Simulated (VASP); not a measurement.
Here is a VASP 6.6.1 calculation.

The input POSCAR:

```
Se
1.0
    4.5018516350     -0.0000000000     -0.0000000000
   -2.2509258175      3.8987178799     -0.0000000000
    0.0000000000     -0.0000000000      4.9889604529
  Se
     3
Direct
     0.2173717700714102    0.0000000000000000    0.3333333332999970
     0.0000000000000000    0.2173717700714102    0.6666666667000030
     0.7826282299285897    0.7826282299285897    0.0000000000000000
```

File INCAR.step1:

```
SYSTEM = Se
PREC = Accurate
ENCUT = 600
EDIFF = 1E-8
ISMEAR = 0
SIGMA = 0.03
LREAL = .FALSE.
LASPH = .TRUE.
NELM = 80
ALGO = Normal
ISIF = 3
LWAVE = .FALSE.
LCHARG = .FALSE.
METAGGA = R2SCAN
LMIXTAU = .TRUE.
KPAR = 2
IBRION = 2
NSW = 40
EDIFFG = -0.002
```

File INCAR.step2:

```
SYSTEM = Se
PREC = Accurate
ENCUT = 600
EDIFF = 1E-8
ISMEAR = 0
SIGMA = 0.03
LREAL = .FALSE.
LASPH = .TRUE.
NELM = 80
ALGO = Normal
ISIF = 2
LWAVE = .FALSE.
LCHARG = .FALSE.
METAGGA = R2SCAN
LMIXTAU = .TRUE.
KPAR = 2
IBRION = 6
NFREE = 2
POTIM = 0.015
NSW = 1
```

KPOINTS

```
Automatic mesh
0
G
  9 9 6
  0 0 0
```

Potentials or basis: VASP PAW PBE potentials, release 64 (Se).

Launch:

```console
$ cat potpaw_PBE.64/Se/POTCAR > POTCAR
$ cp INCAR.step1 INCAR
$ mpirun -np 2 vasp_std > vasp.out
$ cp CONTCAR POSCAR
$ cp INCAR.step2 INCAR
$ mpirun -np 2 vasp_std > vasp.out
```

Question: Predict the highest phonon frequency at Γ.

Answer: 246 cm⁻¹.

Phonon frequencies in cm⁻¹ (negative: imaginary):
| q point | frequencies |
| --- | --- |
| (0.000, 0.000, 0.000) | 0 0 0 92 137 137 228 228 246 |
